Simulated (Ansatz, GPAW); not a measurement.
This is a calculation of Li2S for Ansatz 0.2.0. 

input.yaml

```yaml
crystal:
  lattice:
    - [0.0, 2.8445, 2.8445]
    - [2.8445, 0.0, 2.8445]
    - [2.8445, 2.8445, 0.0]
  atoms:
    - { symbol: S, position: [0.0, 0.0, 0.0] }
    - { symbol: Li, position: [0.75, 0.75, 0.75] }
    - { symbol: Li, position: [0.25, 0.25, 0.25] }
hamiltonian:
  xc: pbe
  pseudopotentials: { kind: paw }
kpoints:
  mp_grid: { grid: [8, 8, 8] }
scf:
  occupations: { method: gaussian, width: 0.02 }
output:
  forces: true
  stress: true
  eigenvalues: true
```

Potentials or basis: Ansatz PAW.

Command:

```bash
$ ansatz run input.yaml --threads 2 --pin off --max-ram 5632MiB --backend cpu --events-out ev --progress --plain --runs-dir out
```

Task: Translate it to GPAW 26.7.0 (ASE script). Potentials or basis there: GPAW PAW data sets (gpaw-data 1.2.1), cutoff 800 eV.

Result: As run (cutoffs and basis follow the program's own potentials, and thresholds, step limits or extra output files can differ):

The input run.py:

```python
from ase.dft.bandgap import bandgap
from ase.io import read, write
from ase.units import GPa
from gpaw import GPAW, PW

atoms = read('POSCAR')

calc = GPAW(mode=PW(800),
            xc='PBE',
            kpts={'size': (8, 8, 8), 'gamma': True},
            occupations={'name': 'methfessel-paxton', 'order': 0, 'width': 0.02},
            nbands=12,
            convergence={'density': 1e-05, 'energy': 1e-05},
            maxiter=150,
            txt='gpaw.txt')
atoms.calc = calc
energy = atoms.get_potential_energy()
forces = atoms.get_forces()
stress = atoms.get_stress()
calc.write('gs.gpw')
write('result.traj', atoms)
print(f'Energy: {energy:.6f} eV')
print('Forces (eV/A):')
print(forces.round(4))
print('Stress (GPa):', (stress / GPa).round(3))
print('Fermi level:', round(calc.get_fermi_level(), 4), 'eV')
print(f'Gap: {bandgap(calc)[0]:.4f} eV, direct: {bandgap(calc, direct=True)[0]:.4f} eV')
```

File POSCAR:

```
Li2S
1.0
    0.0000000000      2.8445000000      2.8445000000
    2.8445000000      0.0000000000      2.8445000000
    2.8445000000      2.8445000000      0.0000000000
S Li
1 2
Direct
    0.0000000000      0.0000000000      0.0000000000
    0.7500000000      0.7500000000      0.7500000000
    0.2500000000      0.2500000000      0.2500000000
```

Potentials or basis: GPAW PAW data sets (gpaw-data 1.2.1), pw.

Launch:

```sh
$ OMP_NUM_THREADS=1 python run.py
```

Both were run:

|  | Ansatz | GPAW |
| --- | --- | --- |
| Pressure | 0.4 GPa | 0.9 GPa |

Ansatz's pressure holds a Pulay term of +0.00 GPa for its cutoff of 420 eV, which the other run lacks.

The potentials hold 12 and 8 valence electrons a cell.

Where Ansatz's input types no cutoff or centring, it takes its own default and a Γ-centred mesh.

Pressure is positive in compression.
